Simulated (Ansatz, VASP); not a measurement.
# Two plane-wave programs on Sr

File INCAR:

```
SYSTEM = Sr
PREC = Accurate
ENCUT = 520
EDIFF = 1E-7
ISMEAR = 0
SIGMA = 0.03
LREAL = .False.
LASPH = .True.
NELM = 80
ALGO = Normal
ISIF = 2
LWAVE = .False.
LCHARG = .False.
GGA = PS
NBANDS = 11
```

KPOINTS

```
regular mesh
0
Gamma
  10 10 10
  0 0 0
```

POSCAR

```
Sr
1.0
    0.0000000000      3.1640440000      2.9206560000
    3.1640440000      0.0000000000      2.9206560000
    3.1640440000      3.1640440000      0.0000000000
Sr
1
Direct
    0.0000000000      0.0000000000      0.0000000000
```

Input for Ansatz:

```yaml
crystal:
  lattice:
    - [0.0, 3.164044, 2.920656]
    - [3.164044, 0.0, 2.920656]
    - [3.164044, 3.164044, 0.0]
  atoms:
    - { symbol: Sr, position: [0.0, 0.0, 0.0] }
basis:
  ecutwfc: 420
kpoints:
  mp_grid: { grid: [10, 10, 10] }
hamiltonian:
  xc: pbesol
scf:
  occupations: { method: gaussian, width: 0.03 }
output:
  forces: true
  stress: true
  eigenvalues: true
  write_density: true
  write_potential: true
  elf: true
  volumetric_format: npy
```

Change from the starting cell: strain +0.040 along x and y, -0.040 along z, atoms carried along.

Alike in both runs: task single point; functional PBEsol; k mesh 10 × 10 × 10; occupations gaussian, width 0.03 eV; no spin polarisation.

```csv
,VASP,Ansatz
version,VASP 6.6.1,Ansatz 0.2.0
potentials or method,"VASP PAW PBE potentials, release 64 (Sr_sv)","scalar-relativistic, plane waves, PAW"
plane-wave cutoff (eV),520,420
valence electrons in the cell,10,10
```

|  | VASP | Ansatz | Ansatz less VASP |
| --- | --- | --- | --- |
| gap on the k mesh at the Fermi level (eV) | none | none | - |
| pressure (GPa) | -1.2 | -1.2 | 0.00 |
| largest component of the traceless stress (GPa) | 0.07 | 0.07 | +0.004 |

A gap of «none» marks a metal or a gap that the smearing closes.

Caveats: the PAW data sets were made with another functional, which shifts forces and pressure a little (VASP).
